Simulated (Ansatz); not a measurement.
# Is this ZnO structure stable?

The cell was reached from a generator's guess, though it ends in a space group that the Crystallography Open Database lists for this formula.

Computed with Ansatz 0.2.0, DFT PBE, scalar-relativistic, plane waves, PAW. Cutoff 420 eV, Γ-centred 12×12×12 mesh (2-atom cell), Gaussian smearing of 0.02 eV, no spin polarisation.

```cif
data_structure
_symmetry_space_group_name_H-M 'P 1'
_symmetry_Int_Tables_number 1
_cell_length_a 3.0616
_cell_length_b 3.0616
_cell_length_c 3.0616
_cell_angle_alpha 60.000
_cell_angle_beta 60.000
_cell_angle_gamma 60.000
_cell_volume 20.29
loop_
_atom_site_label
_atom_site_type_symbol
_atom_site_fract_x
_atom_site_fract_y
_atom_site_fract_z
_atom_site_occupancy
Zn1 Zn 0.00000 0.00000 0.00000 1
O1 O 0.50000 0.50000 0.50000 1
```

Energies over the elements count from the elements' standard structures at the same level (O₂ as a molecule), with no fitted energy shifts.

Question: These tests were run: energy against the elements; phonons on a 4×4×4 q mesh; elastic tensor. What do they show?

Answer:

```json
{"test": "energy against the elements", "result": "−1.271 eV/atom"}
{"test": "phonons on a 4×4×4 q mesh", "result": "no imaginary mode on the mesh"}
{"test": "elastic tensor", "result": "least eigenvalue 77 GPa"}
```

It fails none of these tests. Other phases of the system weren't compared here, so this isn't yet thermodynamic stability.

The run for the phonons used a 12×12×12 k mesh. The run for the elastic tensor used a 12×12×12 k mesh.
